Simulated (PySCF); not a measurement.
## C5H12: core ionisation energies

Compound: C5H12.
Structure used (PBE0-D3(BJ)/def2-SVP), in Å, numbered top down from 1:
```
atom  x, y, z in Å
C1     1.800   -0.731   -0.747
C2     1.017    0.103    0.255
C3    -0.438    0.384   -0.129
C4    -1.262   -0.892   -0.264
C5    -1.082    1.339    0.870
H6     1.789   -0.267   -1.747
H7     1.389   -1.747   -0.850
H8     2.852   -0.835   -0.442
H9     1.032   -0.392    1.244
H10    1.531    1.069    0.399
H11   -0.427    0.885   -1.116
H12   -0.869   -1.561   -1.044
H13   -1.273   -1.453    0.686
H14   -2.308   -0.663   -0.525
H15   -2.112    1.596    0.577
H16   -1.127    0.885    1.874
H17   -0.512    2.278    0.956
```

Method used: delta-SCF UKS SCAN, pcX-2 on the ionised atom, pcseg-1 elsewhere, spin-free X2C (PySCF). Vertical ΔSCF values, vacuum level as zero.

Problem. What binding energy does each computed site have?

Solution. 
| atom(s) | environment | level | binding energy (eV) | above the level's lowest (eV) | count |
| --- | --- | --- | --- | --- | --- |
| C1 | methyl carbon | C 1s | 290.45 | +0.11 | 1 |
| C3 | sp3 CH carbon | C 1s | 290.42 | +0.08 | 1 |
| C4/C5 | methyl carbon | C 1s | 290.34 | 0.00 | 2 |
| C2 | chain CH2 carbon | C 1s | 290.34 | 0.00 | 1 |

The 4 C 1s values lie within 0.11 eV of each other; Gaussian lines of 0.5 eV full width would blend them into one maximum.

Problem. Which photon energy gives electrons from C 1s of C3 a kinetic energy of 100 eV, and what is their de Broglie wavelength?

Solution. hν = 290.42 + 100 = 390.42 eV, recoil neglected; λ = 12.264 Å/√(E/eV) = 1.23 Å.

Problem. What is the longest wavelength that can ionise C 1s of C3 vertically?

Solution. λ = hc/E = 12398.42 eV Å / 290.42 eV = 42.691 Å.

One atom of each set of topologically equivalent atoms was ionised and stands for the set; in this conformer not all members are related by symmetry, and their own values weren't computed. Geometry: PBE0-D3(BJ)/def2-SVP, one conformer, isolated molecule.
